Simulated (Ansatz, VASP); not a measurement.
This is a calculation of Ge for Ansatz 0.2.0.

File input.yaml:

```yaml
crystal:
  lattice:
    - [-2.495898, 2.650863, 1.436947]
    - [2.495898, -2.650863, 1.436947]
    - [2.495898, 2.650863, -1.436947]
  atoms:
    - { symbol: Ge, position: [0.314057, 0.064057, 0.25] }
    - { symbol: Ge, position: [0.685943, 0.935943, 0.75] }
hamiltonian:
  xc: pbe
  pseudopotentials: { kind: paw }
kpoints:
  mp_grid: { grid: [11, 11, 11] }
scf:
  occupations: { method: gaussian, width: 0.05 }
output:
  forces: true
  stress: true
  eigenvalues: true
```

Potentials or basis: Ansatz PAW.

Launch:

```console
$ ansatz run input.yaml --threads 2 --pin off --max-ram 5632MiB --backend cpu --events-out ev --progress --plain --runs-dir out
```

Task: Translate it to VASP 6.6.1. Potentials there: VASP PAW PBE potentials, release 64 (Ge).

Result: As run (the cutoff follows the program's own potentials):

The input INCAR:

```
SYSTEM = Ge
ALGO = Fast
EDIFF = 1E-7
ENCUT = 500
GGA = PE
ISIF = 2
ISMEAR = 0
LASPH = .TRUE.
LCHARG = .FALSE.
LREAL = .FALSE.
LWAVE = .FALSE.
NBANDS = 11
NELM = 80
PREC = Accurate
SIGMA = 0.05
```

Contents of KPOINTS:

```
k-points
0
G
  11 11 11
  0 0 0
```

File POSCAR:

```
Ge
1.0
   -2.4958980000      2.6508630000      1.4369470000
    2.4958980000     -2.6508630000      1.4369470000
    2.4958980000      2.6508630000     -1.4369470000
Ge
2
Direct
    0.3140570000      0.0640570000      0.2500000000
    0.6859430000      0.9359430000      0.7500000000
```

Potentials or basis: VASP PAW PBE potentials, release 64 (Ge).

Launch:

```sh
$ cat potpaw_PBE.64/Ge/POTCAR > POTCAR
$ mpirun -np 1 vasp_std > vasp.out
```

Both were run:

|  | VASP | Ansatz | Ansatz less VASP |
| --- | --- | --- | --- |
| gap on the k mesh at the Fermi level (eV) | none | none | - |
| pressure (GPa) | 1.6 | 1.1 | -0.53 |
| largest component of the traceless stress (GPa) | 1.33 | 1.31 | -0.018 |
| rms of the force components (eV/Å) | 0.033 | 0.036 | +0.0034 |

Atom by atom the forces differ by 0.003 eV/Å (rms over components). A gap of «none» marks a metal or a gap that the smearing closes. The two sets of potentials don't hold the same shells in valence.
